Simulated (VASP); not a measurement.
# GeSe: relaxation of cell and atoms with PBE+D3(BJ)

Crystal: GeSe.

```xyz
8
Lattice="10.9597 0.0000 0.0000 0.0000 3.8818 0.0000 0.0000 0.0000 4.4232" Properties=species:S:1:pos:R:3 pbc="T T T"
Ge    1.3473    2.9114    3.9370
Ge    6.8272    2.9114    2.6977
Ge    4.1326    0.9705    1.7255
Ge    9.6124    0.9705    0.4861
Se    9.3651    2.9114    2.2056
Se    3.8853    2.9114    0.0060
Se    7.0745    0.9705    4.4172
Se    1.5946    0.9705    2.2176
```

| Item | Value |
| --- | --- |
| Program | VASP 6.6.1 |
| Task | relaxation of cell and atoms |
| Functional | PBE |
| Dispersion | D3(BJ) |
| Potentials or basis | VASP PAW PBE potentials, release 64 (Ge_d, Se) |
| Cutoff | 600 eV |
| k mesh | 4 × 8 × 6 |
| Occupations | gaussian, width 0.03 eV |
| Spin | no spin polarisation |
| Further INCAR settings | ALGO = Normal; EDIFF = 1e-07; IBRION = 2; EDIFFG = -0.005; NSW = 90; ISIF = 3 |

```json
{
 "Energy gained by relaxing": "0.1 meV/atom",
 "Ionic steps": "21",
 "Pressure after relaxing": "0.0 GPa",
 "Largest force after relaxing": "0.004 eV/Å",
 "Band gap on the k mesh": "0.71 eV, indirect (least direct gap 0.92 eV)",
 "Dispersion energy per atom": "-0.358 eV"
}
```

Forces in eV/Å, atoms in the order of the input:
```
Ge  -0.004  0.000 -0.001
Ge  -0.004  0.000  0.001
Ge   0.004  0.000 -0.001
Ge   0.004  0.000  0.001
Se  -0.001  0.000  0.001
Se  -0.001  0.000 -0.001
Se   0.001  0.000  0.001
Se   0.001  0.000 -0.001
```

The path:
```
step  energy change (eV)  largest force (eV/Å)  pressure (GPa)  volume (Å³)
   1              0.0000                0.0099            0.00       188.18
   2              0.0000                0.0092            0.01       188.17
   3             -0.0001                0.0098            0.02       188.16
   4             -0.0001                0.0119            0.04       188.12
   5             -0.0002                0.0111            0.03       188.14
   6             -0.0002                0.0102            0.02       188.15
   7             -0.0002                0.0076            0.00       188.20
   8             -0.0003                0.0051           -0.04       188.29
   9             -0.0003                0.0058           -0.06       188.33
  10             -0.0003                0.0082           -0.03       188.27
  11             -0.0003                0.0117            0.01       188.18
  12             -0.0004                0.0107            0.02       188.18
  13             -0.0004                0.0081            0.01       188.17
  14             -0.0004                0.0062            0.01       188.16
  15             -0.0004                0.0062           -0.02       188.22
  16             -0.0004                0.0063           -0.03       188.24
  17             -0.0005                0.0058            0.01       188.19
  18             -0.0005                0.0057            0.03       188.18
  19             -0.0005                0.0059            0.01       188.18
  20             -0.0005                0.0057            0.01       188.18
  21             -0.0005                0.0039            0.00       188.19
```

Final structure:
```
CELL_PARAMETERS angstrom
10.96559 0.00000 0.00000
0.00000 3.88277 0.00000
0.00000 0.00000 4.42005
ATOMIC_POSITIONS crystal
Ge 0.12339 0.75000 0.88752
Ge 0.62339 0.75000 0.61248
Ge 0.37661 0.25000 0.38752
Ge 0.87661 0.25000 0.11248
Se 0.85489 0.75000 0.50186
Se 0.35489 0.75000 0.99814
Se 0.64511 0.25000 0.00186
Se 0.14511 0.25000 0.49814
```

Levels at points of the mesh, in eV from the valence-band top:
| k point | band 38 | band 39 | band 40 | band 41 | band 42 | band 43 |
| --- | --- | --- | --- | --- | --- | --- |
| (0.00, 0.00, 0.00) | -1.09 | -0.84 | -0.21 | 0.71 | 2.65 | 2.68 |
| (0.50, 0.00, 0.00) | -1.69 | -0.46 | -0.46 | 2.37 | 2.37 | 2.41 |
| (0.00, 0.50, 0.00) | -1.38 | -1.17 | -1.17 | 1.10 | 1.10 | 1.20 |
| (0.50, 0.50, 0.00) | -1.50 | -1.50 | -1.50 | 1.48 | 1.48 | 1.48 |
| (0.00, 0.00, 0.50) | -0.96 | -0.39 | -0.39 | 1.22 | 1.22 | 1.92 |
| (0.50, 0.00, 0.50) | -0.58 | -0.53 | -0.53 | 1.26 | 1.26 | 1.91 |
| (0.00, 0.50, 0.50) | -2.18 | -1.50 | -1.50 | 2.84 | 2.84 | 3.25 |
| (0.50, 0.50, 0.50) | -1.48 | -1.48 | -1.48 | 2.57 | 2.57 | 2.57 |

Run time: 55 min on 2 MPI ranks on Intel(R) Xeon(R) Platinum 8375C CPU @ 2.90GHz (Ice Lake), on a shared host, peak memory 0.66 GiB a rank.

A k mesh can miss the band edges.
